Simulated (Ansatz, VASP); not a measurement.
Two plane-wave programs on CaO

```xyz
2
Lattice="-0.0122 2.4490 2.4490 2.4490 -0.0122 2.4490 2.4368 2.4368 0.0000" Properties=species:S:1:pos:R:3 pbc="T T T"
Ca    0.0000    0.0000    0.0000
O     2.4368    2.4368    2.4490
```

Change from the starting cell: strain -0.0100 x Voigt [0, 0, 0, 0, 0, 1], atoms carried along.

Alike in both runs: task single point; functional LDA; k mesh 8 × 8 × 8; occupations gaussian, width 0.05 eV; no spin polarisation.

```csv
,VASP,Ansatz
version,VASP 6.6.1,Ansatz 0.2.0
potentials or method,"VASP PAW LDA potentials, release 64 (Ca_sv, O)","scalar-relativistic, plane waves, PAW"
plane-wave cutoff (eV),520,420
valence electrons in the cell,16,16
```

```tsv
	VASP	Ansatz	Ansatz less VASP
gap on the k mesh at the Fermi level (eV)	3.46	3.48	+0.023
least direct gap on the mesh (eV)	3.84	3.87	+0.025
pressure (GPa)	-11.2	-11.8	-0.59
largest component of the traceless stress (GPa)	0.76	0.77	+0.006
```

A k mesh can miss the band edges.
